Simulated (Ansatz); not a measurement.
# MnO (Fm-3m): which magnetic order lies lowest

An exercise on one series of results from a longer session: the logs are not shown, and one member is left open.

Program: Ansatz 0.2.0. Level of theory: DFT r²SCAN, scalar-relativistic, plane waves, PAW. These are calculated values, not measurements.

### Starting point

Symmetry: Fm-3m, No. 225, cubic system. The conventional cell has a = 4.450 Å, b = 4.450 Å, c = 4.450 Å, α = 90.00°, β = 90.00°, γ = 90.00°. Around Mn (site symmetry m-3m) lie 6 O at 2.23 Å. O (site symmetry m-3m) has 6 Mn at 2.23 Å as nearest neighbours.

Coordinates:

```xyz
2
Lattice="0.0000 2.2252 2.2252 2.2252 0.0000 2.2252 2.2252 2.2252 0.0000" Properties=species:S:1:pos:R:3 pbc="T T T"
Mn    0.0000    0.0000    0.0000
O     2.2252    2.2252    2.2252
```

An earlier run at r²SCAN left this cell at 11.019 Å³/atom and 0.00 GPa (14×14×14 mesh).

Set-up of the first run:

Input file input.yaml:

```yaml
crystal:
  lattice:
    - [0.0, 2.2252395987, 2.2252395987]
    - [2.2252395987, 0.0, 2.2252395987]
    - [4.4504791974, 2.2252395987, -2.2252395987]
  atoms:
    - { symbol: Mn, position: [0.0, 0.0, 0.0], spin: 5.0 }
    - { symbol: O, position: [0.75, 0.5, 0.25] }
    - { symbol: Mn, position: [0.5, 0.0, 0.5], spin: 5.0 }
    - { symbol: O, position: [1.25, 0.5, 0.75] }
basis:
  ecutwfc: 500
  ecutrho_ratio: 4
kpoints:
  mp_grid: { grid: [14, 14, 14] }
hamiltonian:
  xc: r2scan
scf:
  occupations: { method: gaussian, width: 0.05 }
  lower_state_search: "off"
output:
  forces: true
  stress: true
  eigenvalues: true
  populations: true
magnetization:
  spin_polarized: true
```

Launch:

```console
ansatz run input.yaml --threads 2 --pin off --max-ram 5120MiB --backend cpu --events-out ev --progress --plain --runs-dir out
```

Steps of the session up to this table: Ferromagnetic, larger cell; Antiferromagnetic, propagation vector (1/2, 1/2, -1/2); Antiferromagnetic, propagation vector (1, 0, 0); No spin polarisation.

One of the session's tables, all rows but one given; the rest of the session is left out.

It belongs to the step «The orders side by side». 

```
                                                 order  above the lowest (meV/atom)  largest moment (μB)  pressure (GPa)  gap on the mesh (eV)
                                         ferromagnetic                         52.5                 4.27             0.0                  0.00
antiferromagnetic, propagation vector (1/2, 1/2, -1/2)                          0.0                 4.20            -3.7                  1.64
       antiferromagnetic, propagation vector (1, 0, 0)                            ?                    ?               ?                     ?
                                  no spin polarisation                       1692.1                 0.00           -37.5                  0.00
```

Q: Estimate the row for antiferromagnetic, propagation vector (1, 0, 0) from the others.

**Answer.** above the lowest (meV/atom): 25.1; largest moment (μB): 4.25; pressure (GPa): -2.2; gap on the mesh (eV): 0.54. In the column «above the lowest (meV/atom)» it lies between antiferromagnetic, propagation vector (1/2, 1/2, -1/2) (0.0) and ferromagnetic (52.5).

The first row is the run of the earlier session that started with parallel moments (-2236.8071 eV/atom).

To keep in mind: Only these orders were tried, at zero temperature; the one found in experiment may not be among them. Warnings in the runs' records: stability check not made, anti translation declined.
